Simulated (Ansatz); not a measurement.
**MgS: the gap against volume**

MgS, Fm-3m, a = 5.230 Å. Ansatz: PBE, PAW, 420 eV, Γ-centred 8×8×8 mesh on 2 atoms, Gaussian smearing 0.02 eV; no spin polarisation. Symmetry fixes shape and atoms, so the cell is only scaled; x = ln(V/V0) with V0 = 17.879 Å³/atom. The gap is read at the mesh points alone.

| x | gap y (eV) |
| --- | --- |
| -0.1278 | 3.019 |
| -0.0943 | 2.953 |
| -0.0619 | 2.887 |
| -0.0305 | 2.822 |
| 0.0000 | 2.757 |
| 0.0296 | 2.693 |
| 0.0583 | 2.630 |
| 0.0953 | ? |

Question: Fit a straight line to the other rows, give the volume deformation potential of the gap and its pressure coefficient, and predict the missing gap. B0 = 73.9 GPa.

Answer: Means x = -0.03237, y = 2.8230; Σ(Δx)² = 0.02693, ΣΔxΔy = -0.05634; the slope is their ratio. y = 2.7553 − 2.0923 x. The slope is the deformation potential a = dE_g/d ln V = -2.09 eV, and dE_g/dP = −a/B0 = 28.3 meV/GPa. At x = 0.0953 the fit asked for gives 2.556 eV. The run gave 2.547 eV, so the fit is 0.009 eV too high, 1.9 % of the span of the series, against an rms of 0.002 eV on the fitted rows. The row lies outside the fitted range. With a term in x² added, a fit to the same known rows predicts 2.546 eV, so most of the miss is curvature that the known rows already hold.

Semilocal functionals give gaps under the measured ones; changes of the gap mostly carry over better.